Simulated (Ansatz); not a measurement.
Crystal: Sb.

```
Sb
1.0
    -1.57654    1.57654    2.71194
     1.57654   -1.57654    2.71194
     1.57654    1.57654   -2.71194
Sb
1
Direct
  0.00000 0.00000 0.00000
```

This isn't the form of Sb at room conditions, which is rhombohedral.

| Item | Value |
| --- | --- |
| Program | Ansatz 0.2.0 |
| Task | relaxation of cell and atoms |
| Functional | HF |
| Potentials or basis | Ansatz PAW |
| Cutoff | 420 eV (not typed: the program's choice for these potentials) |
| k mesh | 6 × 6 × 6 |
| Occupations | fermi-dirac, width 0.05 eV |
| Spin | no spin polarisation |

At the start: volume 26.96 Å³/atom.

Task: How do energy, volume and symmetry change on relaxing?

Result: It ends after 5 steps and the volume is 28.91 Å³/atom (+7.2 %); space group I4/mmm (No. 139, to 0.05 Å).

Step by step:
| step | energy change (eV) | largest force (eV/Å) | volume (Å³) |
| --- | --- | --- | --- |
| 1 | 0.0000 | 0.0000 | 26.96 |
| 2 | -0.0161 | 0.0000 | 29.94 |
| 3 | -0.0253 | 0.0000 | 28.99 |
| 4 | -0.0254 | 0.0000 | 28.91 |
| 5 | -0.0259 | 0.0000 | 28.91 |

Final structure:
```
Sb
1.0
    -1.60819    1.60819    2.79417
     1.60819   -1.60819    2.79417
     1.60819    1.60819   -2.79417
Sb
1
Direct
  0.00000 0.00000 0.00000
```

Caveat: the k mesh is coarse (spacing up to 0.47 Å⁻¹), so the values aren't converged, least of all with exact exchange; the plane-wave basis is chosen anew once the cell has moved, so the energies of steps on either side of that aren't comparable; the PAW data sets come from PBE, with cores solved anew for the run's functional, which leaves a small shift of forces and pressure.
